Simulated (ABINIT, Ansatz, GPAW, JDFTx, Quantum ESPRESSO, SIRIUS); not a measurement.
# WC: programs and potentials compared

```
W C
1.0
     0.00000    2.19268    2.19268
     2.19268    0.00000    2.19268
     2.19268    2.19268    0.00000
W C
1 1
Cartesian
  0.0000 0.0000 0.0000
  2.1927 2.1927 2.1927
```

The cell is a database's computed one, not the measured one.

Alike in all runs: task single point; functional PBEsol; k mesh 10 × 10 × 10; occupations fermi-dirac, width 0.05 eV; no spin polarisation; no spin-orbit coupling. Pressure is positive in compression and, in plane waves, holds the error of the finite cutoff.

```csv
program and potentials,plane-wave cutoff (eV),notes,band gap (eV),pressure (GPa)
"ABINIT, PseudoDojo NC SR PBEsol v0.4.1 standard",1116,-,no gap,-9.86
"GPAW, PAW data sets generated for this functional",800,-,no gap,-10.76
"Ansatz, all-electron LAPW, scalar-relativistic",-,-,?,?
"Quantum ESPRESSO, GBRV 1.5 PBEsol",762,-,no gap,-9.46
"SIRIUS, PseudoDojo 0.4.1 PBEsol standard (scalar relativistic)",1127,-,no gap,-9.86
"JDFTx, PseudoDojo-SR-PBEsol-0.4.1-standard with smoothed tails",1116,-,no gap,-9.86
```

Q: Estimate from the other rows what the run with Ansatz, all-electron LAPW, scalar-relativistic gave.

A: No band gap; pressure -10.21 GPa. The other rows, which needn't bracket it: pressure -10.76 to -9.46.
